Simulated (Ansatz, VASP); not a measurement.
One calculation of LiF (Griceite), two programs

Contents of INCAR:

```
SYSTEM = LiF
  PREC = Accurate
  ENCUT = 520
  EDIFF = 1E-6
  ISMEAR = 0
  SIGMA = 0.01
  LREAL = .FALSE.
  LASPH = .TRUE.
  NELM = 80
  ALGO = Normal
  ISIF = 2
  LWAVE = .FALSE.
  LCHARG = .FALSE.
  GGA = PE
  NBANDS = 12
```

Contents of KPOINTS:

```
Automatic mesh
0
G
  8 8 8
  0 0 0
```

POSCAR

```
LiF
1.0
    0.0000000000      2.0536692377      2.0536692377
    2.0536692377      0.0000000000      2.0536692377
    2.0536692377      2.0536692377      0.0000000000
Li F
1 1
Direct
    0.0000000000      0.0000000000      0.0000000000
    0.5000000000      0.5000000000      0.5000000000
```

Input for Ansatz:

```yaml
crystal:
  lattice:
    - [0.0, 2.0536692377, 2.0536692377]
    - [2.0536692377, 0.0, 2.0536692377]
    - [2.0536692377, 2.0536692377, 0.0]
  atoms:
    - { symbol: Li, position: [0.0, 0.0, 0.0] }
    - { symbol: F, position: [0.5, 0.5, 0.5] }
kpoints:
  mp_grid: { grid: [8, 8, 8] }
hamiltonian:
  xc: pbe
scf:
  occupations: { method: fixed }
  n_extra_bands: 4
output:
  forces: true
  stress: true
  eigenvalues: true
```

Alike in both runs: task single point; functional PBE; k mesh 8 × 8 × 8; no spin polarisation.

|  | VASP | Ansatz |
| --- | --- | --- |
| version | VASP 6.6.1 | Ansatz 0.2.0 |
| potentials or method | VASP PAW PBE potentials, release 64 (Li_sv, F) | plane waves, PAW |
| plane-wave cutoff (eV) | 520 | 420 |
| occupations | gaussian, width 0.01 eV | fixed |
| valence electrons in the cell | 10 | 10 |

```tsv
	VASP	Ansatz	Ansatz less VASP
gap on the k mesh at the Fermi level (eV)	8.59	8.59	+0.001
```

 A k mesh can miss the band edges.
